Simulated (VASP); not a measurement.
# TiC (Fm-3m) in VASP: notebook

The runs below take TiC through relaxation of cell and atoms, with PBE+D3(BJ).

All numbers are computed with VASP 6.6.1; they aren't measurements. Logs are shortened: lines on timing, memory, paths and dates and some standing lists are left out, and cuts for length are marked.

### Step 1. The crystal as given

It takes space group Fm-3m (No. 225, cubic). Conventional cell: a = 4.319 Å, b = 4.319 Å, c = 4.319 Å, α = 90.00°, β = 90.00°, γ = 90.00°. Ti (site symmetry m-3m) is surrounded by 6 C at 2.16 Å. C (site symmetry m-3m) is surrounded by 6 Ti at 2.16 Å.

### Step 2. Relaxation of cell and atoms, PBE+D3(BJ)

INCAR reads:

```
SYSTEM = TiC
  PREC = Accurate
  ENCUT = 520
  EDIFF = 1E-7
  ISMEAR = 0
  SIGMA = 0.1
  LREAL = .FALSE.
  LASPH = .TRUE.
  NELM = 80
  ALGO = Normal
  ISIF = 3
  LWAVE = .FALSE.
  LCHARG = .FALSE.
  GGA = PE
  IVDW = 12
  IBRION = 2
  NSW = 80
  EDIFFG = -0.002
```

KPOINTS reads:

```
Automatic mesh
0
G
  16 16 16
  0 0 0
```

POSCAR reads:

```
TiC
1.0
    0.0000000000      2.1593000000      2.1593000000
    2.1593000000      0.0000000000      2.1593000000
    2.1593000000      2.1593000000      0.0000000000
Ti C
1 1
Direct
    0.0000000000      0.0000000000      0.0000000000
    0.5000000000      0.5000000000      0.5000000000
```

Potentials or basis: VASP PAW PBE potentials, release 64 (Ti_sv, C).

Command:

```console
cat potpaw_PBE.64/Ti_sv/POTCAR potpaw_PBE.64/C/POTCAR > POTCAR
mpirun -np 1 vasp_std > vasp.out
```

OUTCAR:

```text
SYSTEM = TiC
   PREC = Accurate
   ENCUT = 520
   EDIFF = 1E-7
   ISMEAR = 0
   LREAL = .FALSE.
   LASPH = .TRUE.
   NELM = 80
   ISIF = 3
   GGA = PE
   IVDW = 12
   IBRION = 2
   NSW = 80
   EDIFFG = -0.002
 IVDW          = 12

 ion  position               nearest neighbor table
   1  0.000  0.000  0.000-   2 2.16   2 2.16   2 2.16   2 2.16   2 2.16   2 2.16
   2  0.500  0.500  0.500-   1 2.16   1 2.16   1 2.16   1 2.16   1 2.16   1 2.16

  LATTYP: Found a face centered cubic cell.
 ALAT       =     4.3186000000

  Lattice vectors:

 A1 = (   0.0000000000,   2.1593000000,   2.1593000000)
 A2 = (   2.1593000000,   0.0000000000,   2.1593000000)
 A3 = (   2.1593000000,   2.1593000000,   0.0000000000)

Analysis of symmetry for initial positions (statically):
=====================================================================
 Subroutine PRICEL returns:
 Original cell was already a primitive cell.

 Routine SETGRP: Setting up the symmetry group for a
 face centered cubic supercell.

 Subroutine GETGRP returns: Found 48 space group operations
 (whereof 48 operations were pure point group operations)
 out of a pool of 48 trial point group operations.

The static configuration has the point symmetry O_h .

Analysis of symmetry for dynamics (positions and initial velocities):
=====================================================================
 Subroutine PRICEL returns:
 Original cell was already a primitive cell.

 Routine SETGRP: Setting up the symmetry group for a
 face centered cubic supercell.

 Subroutine GETGRP returns: Found 48 space group operations
 (whereof 48 operations were pure point group operations)
 out of a pool of 48 trial point group operations.

The dynamic configuration has the point symmetry O_h .

 Subroutine INISYM returns: Found 48 space group operations
 (whereof 48 operations are pure point group operations),
 and found     1 'primitive' translations

----------------------------------------------------------------------------------------

                                     Primitive cell

  volume of cell :      20.1358

  direct lattice vectors                    reciprocal lattice vectors
     0.000000000  2.159300000  2.159300000    -0.231556523  0.231556523  0.231556523
     2.159300000  0.000000000  2.159300000     0.231556523 -0.231556523  0.231556523
     2.159300000  2.159300000  0.000000000     0.231556523  0.231556523 -0.231556523

  length of vectors
     3.053711345  3.053711345  3.053711345     0.401067663  0.401067663  0.401067663

  position of ions in fractional coordinates (direct lattice)
     0.000000000  0.000000000  0.000000000
     0.500000000  0.500000000  0.500000000

  ion indices of the primitive-cell ions
   primitive index   ion index
                 1           1
                 2           2

----------------------------------------------------------------------------------------

 KPOINTS: Automatic mesh

Automatic generation of k-mesh.
 Grid dimensions read from file:
 generate k-points for:   16   16   16

 Generating k-lattice:

  Cartesian coordinates                     Fractional coordinates (reciprocal lattice)
    -0.014472283  0.014472283  0.014472283     0.062500000  0.000000000  0.000000000
     0.014472283 -0.014472283  0.014472283     0.000000000  0.062500000  0.000000000
     0.014472283  0.014472283 -0.014472283     0.000000000  0.000000000  0.062500000

  Length of vectors
     0.025066729  0.025066729  0.025066729

  Shift w.r.t. Gamma in fractional coordinates (k-lattice)
     0.000000000  0.000000000  0.000000000

 Subroutine IBZKPT returns following result:
 ===========================================

 Found    145 irreducible k-points:

 Following reciprocal coordinates:
            Coordinates               Weight
  0.000000  0.000000  0.000000      1.000000
  0.062500  0.000000  0.000000      8.000000
  0.125000  0.000000  0.000000      8.000000
  0.187500  0.000000  0.000000      8.000000
  0.250000  0.000000  0.000000      8.000000
  0.312500  0.000000  0.000000      8.000000
[... 16 lines left out ...]
 -0.125000  0.062500  0.000000     24.000000
 -0.062500  0.062500  0.000000     12.000000
 [... further k-points ...]
   k-points           NKPTS =    145   k-points in BZ     NKDIM =    145   number of bands    NBANDS=     12
   number of dos      NEDOS =    301   number of ions     NIONS =      2
   total plane-waves  NPLWV =  13824
   dimension x,y,z NGX =    24 NGY =   24 NGZ =   24
   dimension x,y,z NGXF=    48 NGYF=   48 NGZF=   48
   ions per type =               1   1
   NGX,Y,Z   is equivalent  to a cutoff of  13.07, 13.07, 13.07 a.u.
   NGXF,Y,Z  is equivalent  to a cutoff of  26.13, 26.13, 26.13 a.u.
 SYSTEM =  TiC
   PREC   = accura    normal or accurate (medium, high low for compatibility)
   ISTART =      0    job   : 0-new  1-cont  2-samecut
   ICHARG =      2    charge: 1-file 2-atom 10-const
   ISPIN  =      1    spin polarized calculation?
   LNONCOLLINEAR =      F non collinear calculations
   LSORBIT =      F    spin-orbit coupling
   LASPH  =      T    aspherical Exc in radial PAW
   ENCUT  =  520.0 eV  38.22 Ry    6.18 a.u.   5.68  5.68  5.68*2*pi/ulx,y,z
   NELM   =     80;   NELMIN=  2; NELMDL= -5     # of ELM steps
   EDIFF  = 0.1E-06   stopping-criterion for ELM
   LREAL  =      F    real-space projection
   EDIFFG = -.2E-02   stopping-criterion for IOM
   NSW    =     80    number of steps for IOM
   IBRION =      2    ionic relax: 0-MD 1-quasi-New 2-CG
   NFREE  =      1    steps in history (QN), initial steepest desc. (CG)
   ISIF   =      3    stress and relaxation
   ISYM   =      2    0-nonsym 1-usesym 2-fastsym
   POTIM  = 0.5000    time-step for ionic-motion
   TEBEG  =    0.0;   TEEND  =   0.0 temperature during run
   PSTRESS=    0.0 pullay stress
   NELECT =      16.0000    total number of electrons
   NUPDOWN=      -1.0000    fix difference up-down
   EMIN   =  10.00;   EMAX   =-10.00  energy-range for DOS
   EFERMI =   0.00;   METHOD = LEGACY
   ISMEAR =     0;   SIGMA  =   0.10  broadening in eV -4-tet -1-fermi 0-gaus
   EFERMI_NEDOS =   21; number of points for ismear=-14 and -15
   IALGO  =     38    algorithm
   IMIX   =      4    mixing-type and parameters
     AMIX     =   0.40;   BMIX     =  1.00
     AMIX_MAG =   1.60;   BMIX_MAG =  1.00
  volume/ion in A,a.u.               =      10.07        67.94
  Fermi-wavevector in a.u.,A,eV,Ry     =   1.516323  2.865436 31.283015  2.299237
  Thomas-Fermi vector in A             =   2.625728
   LORBIT       =      0    0 simple, 1 ext, 2 COOP (PROOUT), +10 PAW based schemes
   GGA     = PE    functional components
   LHFCALC =     F    Hartree Fock is set to
   AEXX    =    0.0000 exact exchange contribution
   IVDW    =    12    specifies the selected vdW correction
   LEPSILON=     F    determine dielectric tensor
   LRPA    =     F    only Hartree local field effects (RPA)
 conjugate gradient relaxation of ions
 non-spin polarized calculation
 Gauss-broadening in eV      SIGMA  =   0.10
  energy-cutoff  :      520.00
  volume of cell :       20.14
 maximum number of plane-waves:       560
   NGX = 11   NGY = 11   NGZ = 11

--------------------------------------- Ionic step        1  -------------------------------------------

 number of electron      16.0000002 magnetization

 Free energy of the ion-electron system (eV)
  ---------------------------------------------------
  ext. energy  EPLUGINS =         0.00000000
  ---------------------------------------------------
  free energy    TOTEN  =       -18.70757222 eV

  energy without entropy =      -18.70555611  energy(sigma->0) =      -18.70656416

------------------------ aborting loop because EDIFF is reached ----------------------------------------

 Edisp (eV)   -0.89911

 E8    (eV) :    -0.3862

  FORCE on cell =-STRESS in cart. coord.  units (eV):
  Direction    XX          YY          ZZ          XY          YZ          ZX
  --------------------------------------------------------------------------------------
  -------------------------------------------------------------------------------------
  Total      -0.58869    -0.58869    -0.58869     0.00000    -0.00000     0.00000
  in kB     -46.84091   -46.84091   -46.84091     0.00000    -0.00000     0.00000
  external pressure =      -46.84 kB  Pullay stress =        0.00 kB
[... 21 lines left out ...]
  energy  without entropy=      -19.6046705474  energy(sigma->0) =      -19.60567860

--------------------------------------- Ionic step        2  -------------------------------------------

 number of electron      16.0000003 magnetization

 E-fermi :  10.0276     XC(G=0): -12.9685

 val. band max:       10.0246732494   @ k =   0.1250   0.0625   0.0000
 cond. band min:      10.0425907882   @ k =   0.5000   0.5000   0.0000
 fundamental gap:      0.0179175388
 Fermi energy:        10.0276024940

 k-point     1 :       0.0000    0.0000    0.0000
  band No.  band energies     occupation
      1     -46.4050      2.00000
      2     -22.3991      2.00000
      3     -22.3991      2.00000
      4     -22.3991      2.00000
      5      -2.6058      2.00000
      6      10.7443      0.00000
      7      10.7443      0.00000
      8      10.7443      0.00000
      9      11.7770      0.00000
     10      11.7770      0.00000
     11      11.7770      0.00000
     12      11.8584      0.00000
[... 382 lines left out ...]
  energy  without entropy=      -19.6003183988  energy(sigma->0) =      -19.60127524

--------------------------------------- Ionic step        3  -------------------------------------------

 number of electron      16.0000003 magnetization

 Free energy of the ion-electron system (eV)
  ---------------------------------------------------
  ext. energy  EPLUGINS =         0.00000000
  ---------------------------------------------------
  free energy    TOTEN  =       -18.69576269 eV

  energy without entropy =      -18.69378655  energy(sigma->0) =      -18.69477462

 E-fermi :   9.7295     XC(G=0): -12.8394

 val. band max:        9.7255895425   @ k =   0.1250   0.1250   0.0000
 cond. band min:       9.7339685459   @ k =   0.1250   0.0625   0.0000
 fundamental gap:      0.0083790034
 Fermi energy:         9.7295172145

 k-point     1 :       0.0000    0.0000    0.0000
  band No.  band energies     occupation
      1     -46.7744      2.00000
      2     -22.7836      2.00000
      3     -22.7836      2.00000
      4     -22.7836      2.00000
      5      -2.7892      2.00000
      6      10.4387      0.00000
      7      10.4387      0.00000
      8      10.4387      0.00000
      9      11.4473      0.00000
     10      11.4473      0.00000
     11      11.4473      0.00000
     12      11.5069      0.00000
[... 378 lines left out ...]
  FREE ENERGIE OF THE ION-ELECTRON SYSTEM (eV)
  ---------------------------------------------------
  free  energy   TOTEN  =       -19.6121314335 eV

  energy  without entropy=      -19.6101553004  energy(sigma->0) =      -19.61114337

 reached required accuracy - stopping structural energy minimisation
```

Wall time 52 s (1 thread of Intel Xeon Platinum 8488C (Sapphire Rapids), shared host); peak memory 0.18 GiB.

Results:

| Item | Value |
| --- | --- |
| Free energy | -19.6121 eV |
| Relaxed volume | 9.89 Å³/atom |
| Relaxed cell | a = 3.035 Å, b = 3.035 Å, c = 3.035 Å, α = 60.00°, β = 60.00°, γ = 60.00° |
| Space group after relaxing (to 0.05 Å) | Fm-3m (No. 225) |
| Energy gained by relaxing | 2.7 meV/atom |
| Ionic steps | 3 |
| Pressure after relaxing | 0.0 GPa |
| Band gap on the k mesh | none (metal or under the smearing width) |
| Dispersion energy per atom | -0.458 eV |

Step by step:
```
step  energy change (eV)  largest force (eV/Å)  pressure (GPa)  volume (Å³)
   1              0.0000                0.0000           -4.68        20.14
   2              0.0045                0.0000            6.76        19.29
   3             -0.0054                0.0000           -0.02        19.77
```

Final structure:
```xyz
2
Lattice="0.0000 2.1462 2.1462 2.1462 0.0000 2.1462 2.1462 2.1462 0.0000" Properties=species:S:1:pos:R:3 pbc="T T T"
Ti    0.0000    0.0000    0.0000
C     2.1462    2.1462    2.1462
```

Levels at points of the mesh, in eV from the Fermi level:
```tsv
k point	band 5	band 6	band 7	band 8	band 9	band 10	band 11	band 12
(0.00, 0.00, 0.00)	-12.52	0.71	0.71	0.71	1.72	1.72	1.72	1.78
(0.50, 0.00, 0.00)	-8.91	-5.96	-2.98	-2.98	3.03	3.03	4.26	8.37
(0.50, 0.50, 0.00)	-10.22	-3.44	-1.69	-0.01	-0.01	2.81	3.66	3.66
```

Caveat: pairwise dispersion overbinds metals, which lowers pressure and volume.

### Step 3. Relaxation of cell and atoms, PBE+D3(BJ)

This run uses another cell than the first one, of 9.89 Å³/atom, 0.982 times its volume.

INCAR is that of step 2.

KPOINTS is that of step 2.

POSCAR reads:

```
TiC                                     
1.0
    0.0000000000      2.1461716346      2.1461716346
    2.1461716346     -0.0000000000      2.1461716346
    2.1461716346      2.1461716346      0.0000000000
  Ti              C             
     1     1
Direct
     0.0000000000000000    0.0000000000000000    0.0000000000000000
     0.5000000000000000    0.5000000000000000    0.5000000000000000
```

Potentials or basis: VASP PAW PBE potentials, release 64 (Ti_sv, C).

Command:

```console
cat potpaw_PBE.64/Ti_sv/POTCAR potpaw_PBE.64/C/POTCAR > POTCAR
mpirun -np 1 vasp_std > vasp.out
```

Run time: 39 s. Hardware: 1 thread of Intel Xeon Platinum 8488C (Sapphire Rapids), shared host; peak memory 0.18 GiB.

The run converged. Its results:

- Free energy: -19.6119 eV
- Relaxed volume: 9.88 Å³/atom
- Relaxed cell: a = 3.035 Å, b = 3.035 Å, c = 3.035 Å, α = 60.00°, β = 60.00°, γ = 60.00°
- Space group after relaxing (to 0.05 Å): Fm-3m (No. 225)
- Energy gained by relaxing: 0.0 meV/atom
- Ionic steps: 3
- Pressure after relaxing: 0.0 GPa
- Band gap on the k mesh: none (metal or under the smearing width)
- Dispersion energy per atom: -0.458 eV

Final structure:
```
Ti C
1.0
     0.00000    2.14608    2.14608
     2.14608    0.00000    2.14608
     2.14608    2.14608    0.00000
Ti C
1 1
Direct
  0.00000 0.00000 0.00000
  0.50000 0.50000 0.50000
```

Levels at points of the mesh, in eV from the Fermi level:
```csv
k point,band 6,band 7,band 8,band 9,band 10,band 11
"(0.00, 0.00, 0.00)",0.71,0.71,0.71,1.72,1.72,1.72
"(0.50, 0.00, 0.00)",-5.96,-2.98,-2.98,3.03,3.03,4.26
"(0.50, 0.50, 0.00)",-3.44,-1.69,-0.01,-0.01,2.81,3.66
```

Caveat: pairwise dispersion overbinds metals, which lowers pressure and volume.
